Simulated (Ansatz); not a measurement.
Computed with DFT PBE, scalar-relativistic, plane waves, PAW (Ansatz). Settings: cutoff 420 eV, Γ-centred meshes spaced at most about 0.3 Å⁻¹, and about 0.25 Å⁻¹ or finer for metals (2π included), Gaussian smearing. No spin polarisation.

All energies are static (0 K, no zero-point motion).

Compare these two cells of In6O, each relaxed at this level.

A.

Space group R-3:H (No. 148). a = 5.837 Å, b = 5.837 Å, c = 17.390 Å, α = 90.00°, β = 90.00°, γ = 120.00°
```json
{"atom": "In", "site": "18f", "symmetry": "1", "x": "0.3430", "y": "0.0023", "z": "0.0843"}
{"atom": "O", "site": "3a", "symmetry": "-3.", "x": "0.0000", "y": "0.0000", "z": "0.0000"}
```

B.

Space group P3m1 (No. 156). a = 3.383 Å, b = 3.383 Å, c = 17.524 Å, α = 90.00°, β = 90.00°, γ = 120.00°
| atom | site | symmetry | x | y | z |
| --- | --- | --- | --- | --- | --- |
| In | 1a | 3m. | 0.0000 | 0.0000 | 0.1033 |
| In | 1b | 3m. | 0.3333 | 0.6667 | 0.9101 |
| In | 1b | 3m. | 0.3333 | 0.6667 | 0.2662 |
| In | 1a | 3m. | 0.0000 | 0.0000 | 0.5850 |
| In | 1c | 3m. | 0.6667 | 0.3333 | 0.4251 |
| In | 1b | 3m. | 0.3333 | 0.6667 | 0.7384 |
| O | 1a | 3m. | 0.0000 | 0.0000 | 0.9719 |

Problem. Which would you expect to be lower, and how large is the difference?

Solution. B is lower, by 110 meV/atom. A has space group R-3 (No. 148), 24.4 Å³/atom and no gap on its mesh; B has space group P3m1 (No. 156), 24.8 Å³/atom and no gap. Counting In atoms around O (those within 1.25 times the shortest such distance or 1.15 times the sum of covalent radii, 1.27 where that leaves under three; the shortest distance is added where it exceeds 1.18 times the sum of covalent radii), A has O 6 from 2.5 Å and B has O 4. In A, around In lie 1 O at 2.48 Å and 12 In at 3.31–3.55 Å; O is surrounded by 6 In at 2.48 Å. In B, around In on its first site lie 1 O at 2.30 Å, 9 In at 3.38–3.46 Å and 3 In at 3.91 Å; In on its second site has 3 O at 2.23 Å, 1 In at 3.01 Å and 6 In at 3.38 Å; around O lie 4 In at 2.23–2.30 Å; 4 more sites not described. Origin: A, invented; B, invented, then shaken at random and relaxed again.

Cells relaxed within their symmetry can be saddle points.
